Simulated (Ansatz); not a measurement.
# A Mg vacancy in rocksalt MgO, 63 atoms, charge −2

Aim: let the atoms about the defect relax, then find its formation energy and its levels in the gap by PBEsol, HSE06 and r²SCAN.

Method: density functional theory in Ansatz 0.2.0, PAW datasets, plane waves.

## (1) The starting cell

63 atoms (32 O, 31 Mg); a = 8.429 Å, b = 8.429 Å, c = 8.429 Å, α = 90.00°, β = 90.00°, γ = 90.00°. All atoms were shaken off their sites by about 0.02 Å along each axis. Defect site 1: (0.500, 0.500, 0.500).

Plan of the steps: (2) PBEsol relaxation at the single k point (¼, ¼, ¼), on 1 × NVIDIA GB300 with 8 threads of Arm Neoverse-V2; (3) HSE06 single point at the single k point (¼, ¼, ¼), on 1 × NVIDIA GB300 with 8 threads of Arm Neoverse-V2; (4) r²SCAN single point at the single k point (¼, ¼, ¼), on 1 × NVIDIA GB300 with 8 threads of Arm Neoverse-V2.

## (2) Relaxation of the positions (PBEsol)

Input file in.yaml:

```yaml
crystal:
  lattice:
    - [8.428808, 0.000000, 0.000000]
    - [0.000000, 8.428808, 0.000000]
    - [0.000000, 0.000000, 8.428808]
  atoms:
    - { symbol: O, position: [0.248230, 0.999443, 0.001272] }
    - { symbol: O, position: [0.245624, 0.996506, 0.497240] }
    - { symbol: O, position: [0.252101, 0.501601, 0.999544] }
    - { symbol: O, position: [0.251334, 0.499600, 0.499929] }
    - { symbol: O, position: [0.752393, 0.000091, 0.000957] }
    - { symbol: O, position: [0.747356, 0.001020, 0.502053] }
    - { symbol: O, position: [0.748212, 0.501779, 0.005313] }
    - { symbol: O, position: [0.748670, 0.502414, 0.493730] }
    - { symbol: O, position: [0.999597, 0.248268, 0.995599] }
    - { symbol: O, position: [0.999639, 0.251737, 0.502000] }
    - { symbol: O, position: [0.001738, 0.750341, 0.999531] }
    - { symbol: O, position: [0.000695, 0.750312, 0.500516] }
    - { symbol: O, position: [0.499554, 0.251430, 0.998643] }
    - { symbol: O, position: [0.499463, 0.252023, 0.498114] }
    - { symbol: O, position: [0.500283, 0.747801, 0.999095] }
    - { symbol: O, position: [0.499532, 0.750777, 0.499540] }
    - { symbol: O, position: [0.003727, 0.997898, 0.248170] }
    - { symbol: O, position: [0.996534, 0.001134, 0.747101] }
    - { symbol: O, position: [0.998253, 0.497822, 0.245024] }
    - { symbol: O, position: [0.000931, 0.499173, 0.750867] }
    - { symbol: O, position: [0.500687, 0.998703, 0.250458] }
    - { symbol: O, position: [0.499036, 0.000123, 0.752591] }
    - { symbol: O, position: [0.500414, 0.499262, 0.250416] }
    - { symbol: O, position: [0.502588, 0.506129, 0.749458] }
    - { symbol: O, position: [0.250928, 0.251213, 0.250308] }
    - { symbol: O, position: [0.248350, 0.252455, 0.752947] }
    - { symbol: O, position: [0.253394, 0.747159, 0.250998] }
    - { symbol: O, position: [0.252476, 0.750656, 0.745304] }
    - { symbol: O, position: [0.752139, 0.249431, 0.251213] }
    - { symbol: O, position: [0.752478, 0.248388, 0.748923] }
    - { symbol: O, position: [0.747512, 0.752463, 0.244921] }
    - { symbol: O, position: [0.750926, 0.749596, 0.751536] }
    - { symbol: Mg, position: [0.999196, 0.996382, 0.002233] }
    - { symbol: Mg, position: [0.003623, 0.000844, 0.499324] }
    - { symbol: Mg, position: [0.000073, 0.497016, 0.999988] }
    - { symbol: Mg, position: [0.995438, 0.499127, 0.504655] }
    - { symbol: Mg, position: [0.495757, 0.005027, 0.999747] }
    - { symbol: Mg, position: [0.501560, 0.003388, 0.497573] }
    - { symbol: Mg, position: [0.502370, 0.498383, 0.002887] }
    - { symbol: Mg, position: [0.244593, 0.249747, 0.999790] }
    - { symbol: Mg, position: [0.247724, 0.250289, 0.502747] }
    - { symbol: Mg, position: [0.250514, 0.746768, 0.001580] }
    - { symbol: Mg, position: [0.252544, 0.747452, 0.498560] }
    - { symbol: Mg, position: [0.752138, 0.250378, 0.999824] }
    - { symbol: Mg, position: [0.750198, 0.245928, 0.503196] }
    - { symbol: Mg, position: [0.753363, 0.753041, 0.000712] }
    - { symbol: Mg, position: [0.749498, 0.746863, 0.497122] }
    - { symbol: Mg, position: [0.250568, 0.000398, 0.251261] }
    - { symbol: Mg, position: [0.245956, 0.997850, 0.748328] }
    - { symbol: Mg, position: [0.252140, 0.502821, 0.250683] }
    - { symbol: Mg, position: [0.251405, 0.499466, 0.751391] }
    - { symbol: Mg, position: [0.748187, 0.997919, 0.250693] }
    - { symbol: Mg, position: [0.755113, 0.002873, 0.747345] }
    - { symbol: Mg, position: [0.742898, 0.498009, 0.252816] }
    - { symbol: Mg, position: [0.750344, 0.500217, 0.745796] }
    - { symbol: Mg, position: [0.999231, 0.254113, 0.248289] }
    - { symbol: Mg, position: [0.999906, 0.248489, 0.751300] }
    - { symbol: Mg, position: [0.000802, 0.753745, 0.245884] }
    - { symbol: Mg, position: [0.001337, 0.748977, 0.745592] }
    - { symbol: Mg, position: [0.499797, 0.251459, 0.245883] }
    - { symbol: Mg, position: [0.498178, 0.250273, 0.750836] }
    - { symbol: Mg, position: [0.499312, 0.752077, 0.248320] }
    - { symbol: Mg, position: [0.501249, 0.750783, 0.748766] }
  symmetry: { detect: false }
kpoints:
  mp_grid: { grid: [1, 1, 1], shift: [0.25, 0.25, 0.25] }
hamiltonian:
  xc: pbesol
total_charge: -2
scf:
  occupations: { method: fermi_dirac, width: 0.01 }
relax:
  f_tol: 0.03
  max_steps: 80
  escape_saddle: false
  adjacent_minimum: "off"
output:
  forces: true
  eigenvalues: true
  populations: true
  charged_corrections: { epsilon: 9.8 }
```

After this run come: HSE06 single point; r²SCAN on the same atoms.

**Question.** What will these runs give? Wanted: for each run, formation energy; host gap; top filled to lowest empty.

**Answer**, as computed:

```
             level         time  formation energy (eV)  host gap (eV)  top filled to lowest empty (eV)
PBEsol, relaxation  4.2 s (GPU)                   9.20           4.61                             5.48
             HSE06   17 s (GPU)                  11.40           6.48                             7.37
            r²SCAN  3.8 s (GPU)                   9.98           5.60                             6.44
```

```
     quantity                             value
   relaxation  4 recorded steps, 2.19 eV gained
largest shift     0.15 Å (O14 and others alike)
```

**What this shows.** Relaxation gains 2.19 eV, with shifts up to 0.15 Å (O14 and others alike). The formation energy at E_F = VBM goes from 9.20 eV (PBEsol) to 11.40 eV (HSE06), as the host gap goes from 4.61 to 6.48 eV. The reservoirs are the elements' reference phases; where the defect changes the composition, the value depends on that choice. r²SCAN shows no level inside the gap that the count of atoms sharing it marks as tightly localised. The price of HSE06 is about 4.4 times the time of r²SCAN here. The host's edges were read at Γ, so band-like levels at this k point need not coincide with them. One k point and a cell of this size can leave errors of several tenths of an eV. The dielectric constant of 9.8 in the correction is an assumed value.
